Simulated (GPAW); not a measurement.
Set up this calculation in GPAW 26.7.0, as an ASE script.

```
Task                      : one-shot levels of the hybrid HSE06
Functional                : LDA
Potentials or basis       : the program's PAW data sets (release 1.2.1) made for this functional
Cutoff                    : 500 eV
Basis                     : pw
k mesh                    : 5 × 5 × 5
Occupations               : fermi-dirac, width 0.05 eV
Spin                      : no spin polarisation
Maxiter                   : 150
hybrids on these orbitals : ["HSE06", "B3LYP", "EXX"]
Oneshot functional        : HSE06
```

InP:

```
In P
1.0
     0.00000    2.93050    2.93050
     2.93050    0.00000    2.93050
     2.93050    2.93050    0.00000
In P
1 1
Direct
  0.00000 0.00000 0.00000
  0.25000 0.25000 0.25000
```

The input as run:

run.py

```python
import numpy as np
from ase.dft.bandgap import bandgap
from ase.io import write
from ase.spacegroup import crystal
from ase.units import GPa
from gpaw import GPAW, PW
from gpaw.hybrids import NonSelfConsistentHybridXCCalculator
from gpaw.hybrids.energy import non_self_consistent_energy

# In 4a
# P 4c
atoms = crystal(['In', 'P'],
                basis=[[0.0, 0.0, 0.0],
                       [0.25, 0.25, 0.25]],
                spacegroup=216, setting=1,  # F-43m
                cellpar=[5.861, 5.861, 5.861, 90.0, 90.0, 90.0],
                primitive_cell=True)

calc = GPAW(mode=PW(500),
            xc='LDA',
            kpts={'size': (5, 5, 5), 'gamma': True},
            occupations={'name': 'fermi-dirac', 'width': 0.05},
            nbands=20,
            convergence={'density': 1e-05, 'energy': 1e-05, 'bands': 16, 'eigenstates': 1e-07},
            maxiter=150,
            txt='gpaw.txt')
atoms.calc = calc
energy = atoms.get_potential_energy()
forces = atoms.get_forces()
stress = atoms.get_stress()
calc.write('gs.gpw')
write('result.traj', atoms)
print(f'Energy: {energy:.6f} eV')
print('Forces (eV/A):')
print(forces.round(4))
print('Stress (GPa):', (stress / GPa).round(3))
print('Fermi level:', round(calc.get_fermi_level(), 4), 'eV')
print(f'Gap: {bandgap(calc)[0]:.4f} eV, direct: {bandgap(calc, direct=True)[0]:.4f} eV')

for xc in ['HSE06', 'B3LYP', 'EXX']:
    e = non_self_consistent_energy(calc, xc).sum()
    print(f'{xc} energy on these orbitals: {e:.6f} eV')
    nsc = NonSelfConsistentHybridXCCalculator.from_dft_calculation(
        calc.dft, xc, log=f'levels-{xc}.txt')
    dft_skn, hyb_skn = nsc.calculate(calc.dft.ibzwfs, 0, 16)
    np.savetxt(f'levels-{xc}.dat', hyb_skn.reshape((-1, hyb_skn.shape[-1])), fmt='%.4f')
```

Potentials or basis: the program's PAW data sets (release 1.2.1) made for this functional, pw.

Launch:

```bash
$ OMP_NUM_THREADS=1 python run.py
```

Results of the run:

The pressure is -1.9 GPa. The band gap on the k mesh is 0.47 eV, direct and the band gap of the one-shot hybrid is 1.38 eV. The direct band gap of the one-shot hybrid is 1.38 eV.

Caveat: the k mesh is coarse; the cutoff is short for stress and forces, so pressures can be off by a GPa or more; energy and the plain gap are those of the semilocal run; the hybrids' values are one shot on its orbitals and mesh; spin-orbit coupling is left out, which moves the levels of the heavy elements.

Wall time 8.7 min on 1 thread of Arm Neoverse V2, on a shared host, peak memory 0.71 GiB.
